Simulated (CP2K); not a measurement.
## MgB2 under changes of volume

One of the cells (9.679 Å³/atom); the others are scaled copies at fixed shape and fractional positions:

```
Mg B
1.0
     3.08500    0.00000    0.00000
    -1.54250    2.67169    0.00000
     0.00000    0.00000    3.52300
Mg B
1 2
Direct
  0.00000 0.00000 0.00000
  0.66667 0.33333 0.50000
  0.33333 0.66667 0.50000
```

```yaml
Program: CP2K 2026.2
Functional: PBE
Potentials_or_basis: POTENTIAL_UZH Mg GTH-PBE-q10, B GTH-PBE-q3; TZVP-MOLOPT-PBE-GTH basis
Density_cutoff: 19048 eV
k_mesh: 10 × 10 × 8
Occupations: fermi-dirac, width 0.05 eV
Spin: no spin polarisation
```

```csv
volume (Å³/atom),energy over the lowest point (meV/atom),pressure (GPa)
9.098,?,?
9.292,8.38,6.9
9.485,2.19,3.4
9.679,0.00,0.2
9.873,1.46,-2.7
10.066,6.13,-5.3
10.260,13.94,-7.7
```

What does the run at 9.098 Å³/atom give?

Energy over the lowest point 18.93 meV/atom; pressure 10.6 GPa.

Worked out: A Birch-Murnaghan fit of order 3 (a polynomial in V^(-2/3)) to the other rows has its minimum at 9.70 Å³/atom with B0 = V·E''(V) = 149 GPa and B' = 3.7 at fixed shape and positions, which overstates the stiffness. It gives 18.96 meV/atom at 9.098 Å³/atom, against the run's 18.93, and -dE/dV = 10.7 GPa, against 10.6.

Energies are extrapolated to zero smearing.

Caveats: the basis of atomic orbitals isn't converged, which shifts pressures, moduli and gaps.
